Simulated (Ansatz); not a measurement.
**ZnS: how the settings move a single-point run**

Aim: see which settings change the result for ZnS, by how much, and at what cost.

Program: Ansatz 0.2.0. Level of theory: reference: DFT, PBE, all-electron LAPW, scalar-relativistic. These are calculated values, not measurements.

### Step 1. The structure to begin with

The structure is cubic, space group F-43m (No. 216). Conventional cell: a = 5.318 Å, b = 5.318 Å, c = 5.318 Å, α = 90.00°, β = 90.00°, γ = 90.00°. Zn (site symmetry -43m) is surrounded by 4 S at 2.30 Å. S (site symmetry -43m) is surrounded by 4 Zn at 2.30 Å.

Coordinates:

```cif
data_structure
_symmetry_space_group_name_H-M 'P 1'
_symmetry_Int_Tables_number 1
_cell_length_a 3.7601
_cell_length_b 3.7601
_cell_length_c 3.7601
_cell_angle_alpha 60.000
_cell_angle_beta 60.000
_cell_angle_gamma 60.000
_cell_volume 37.59
loop_
_atom_site_label
_atom_site_type_symbol
_atom_site_fract_x
_atom_site_fract_y
_atom_site_fract_z
_atom_site_occupancy
Zn1 Zn 0.00000 0.00000 0.00000 1
S1 S 0.75000 0.75000 0.75000 1
```

### Step 2. Reference

Contents of input.yaml:

```yaml
crystal:
  lattice:
    - [0.0, 2.6587996169, 2.6587996169]
    - [2.6587996169, 0.0, 2.6587996169]
    - [2.6587996169, 2.6587996169, 0.0]
  atoms:
    - { symbol: Zn, position: [0.0, 0.0, 0.0] }
    - { symbol: S, position: [0.75, 0.75, 0.75] }
kpoints:
  mp_grid: { grid: [8, 8, 8] }
scf:
  occupations: { method: fermi_dirac, width: 0.01 }
hamiltonian:
  xc: pbe
  pseudopotentials: { kind: all_electron, lapw: { basis_error: 0.00025 } }
output:
  forces: true
  stress: true
  eigenvalues: true
```

Command:

```bash
ansatz run input.yaml --threads 1 --pin off --max-ram 2048MiB --backend cpu --events-out ev --progress --plain --runs-dir out
```

### Step 3. Changing settings: occupations.method gaussian, occupations.width 0.025, xc_grid 1

input.yaml: that of step 2 with these lines changed.

```diff
@@ -11,3 +11,3 @@
 scf:
-  occupations: { method: fermi_dirac, width: 0.01 }
+  occupations: { method: gaussian, width: 0.025 }
 hamiltonian:
@@ -19 +19,3 @@
   eigenvalues: true
+basis:
+  xc_grid: 1
```

**Question.** What will these runs give? Wanted: for each run, ending; energy change; pressure; gap; force.

As calculated:

```
                                                               run     ending       energy change  pressure (GPa)  gap (eV)  force (eV/Å)  cycles   time
                                                         reference  converged                   0             5.7      2.32          0.00       7  8.2 s
1: occupations.method gaussian, occupations.width 0.025, xc_grid 1  converged  0.0 meV/atom (σ→0)             5.7      2.32          0.00       7  8.1 s
```

Residual by cycle in the longest SCF loop of each run; runs are numbered as in the table. The quantity is the density residual dr2, in eV.

```
cycle  reference    run 1
    1       1.04     1.04
    2     0.0493   0.0493
    3     0.0161   0.0161
    4    0.00385  0.00385
    5     1.1e-4   1.1e-4
    6     1.5e-6   1.5e-6
    7     8.1e-9   8.2e-9
```

What this shows: The changed input (smearing and numerical grids) leaves the energy the same to the digits printed.

These are semilocal Kohn-Sham gaps, which aren't the measured quantity. Such gaps usually fall short of the measured ones.
